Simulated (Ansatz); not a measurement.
**CaO (CsCl-type structure)**

Level of theory: DFT, r²SCAN, scalar-relativistic, no spin polarisation; plane waves to 500 eV with PAW datasets (Ansatz 0.2.0), 8×8×8 k-mesh, Gaussian smearing of 0.05 eV. The datasets are Ansatz's generated set soft_2.

```xyz
2
Lattice="2.9029 0.0000 0.0000 0.0000 2.9029 0.0000 0.0000 0.0000 2.9029" Properties=species:S:1:pos:R:3 pbc="T T T"
Ca    0.0000    0.0000    0.0000
O     1.4515    1.4515    1.4515
```

This is a trial structure: the heavier alkaline earths' oxides and chalcogenides take the rock-salt structure.

The cell is relaxed to zero pressure at this level.

Path: Γ–X–M–Γ–R–X | R–M, with Γ = (0.000, 0.000, 0.000), X = (0.000, 0.500, 0.000), M = (0.500, 0.500, 0.000), R = (0.500, 0.500, 0.500) in reciprocal vectors of the calculation's cell.

Question: Is it a metal or an insulator, and if it has a gap, where are the band edges on this path?

Answer: An insulator with a gap of 3.28 eV on the path, the valence band topping at M and the conduction band bottoming at Γ; the smallest direct gap is 3.58 eV.

Levels between -6 and 6 eV from the Fermi level at the path's named points:
| point | below E_F (eV) | above E_F (eV) |
| --- | --- | --- |
| Γ | -1.94 -1.94 -1.94 | 1.64 1.64 4.47 |
| X | -5.43 -2.43 -2.43 | 2.63 |
| M | -3.80 -3.80 -1.64 | 2.84 3.72 5.56 5.56 |
| R | -5.09 -5.09 -5.09 |  |

Formal charges Ca²⁺, O²⁻ balance and leave closed shells on every ion, so a band insulator is expected, and the gap is 3.28 eV.

Semilocal functionals underestimate band gaps, commonly by a third or more.
